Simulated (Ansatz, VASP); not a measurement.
# One calculation of InSb2As3, two programs

```
In Sb As
1.0
     4.85367    0.00000    0.00000
     0.00000    4.85367    0.00000
     0.00000    0.00000    7.29611
In Sb As
1 2 3
Cartesian
  0.0000 0.0000 0.0000
  0.0000 0.0000 1.9904
  0.0000 0.0000 5.3057
  2.4268 0.0000 3.6481
  0.0000 2.4268 3.6481
  2.4268 2.4268 0.0000
```

Alike in both runs: task single point; functional PBE; k mesh 4 × 4 × 4; occupations gaussian, width 0.1 eV; no spin polarisation.

```csv
,VASP,Ansatz
version,VASP 6.6.1,Ansatz 0.2.0
potentials or method,"VASP PAW PBE potentials, release 64 (In_d, Sb, As)","scalar-relativistic, plane waves, PAW"
plane-wave cutoff (eV),520,420
valence electrons in the cell,38,88
```

```tsv
	VASP	Ansatz	Ansatz less VASP
gap on the k mesh at the Fermi level (eV)	none	none	-
pressure (GPa)	24.4	24.9	+0.46
largest component of the traceless stress (GPa)	62.12	62.81	+0.694
rms of the force components (eV/Å)	7.557	7.654	+0.0972
```

Atom by atom the forces differ by 0.097 eV/Å (rms over components). A gap of «none» marks a metal or a gap that the smearing closes. The two sets of potentials don't hold the same shells in valence.

Caveats: so large a pressure means that the cell lies far from this level's equilibrium, or that cutoff or potentials fall short (VASP); forces of over 1 eV/Å show positions far from the minimum, so gaps and moduli don't describe the material at rest. Spin-orbit coupling is left out, which matters for the levels of Sb.
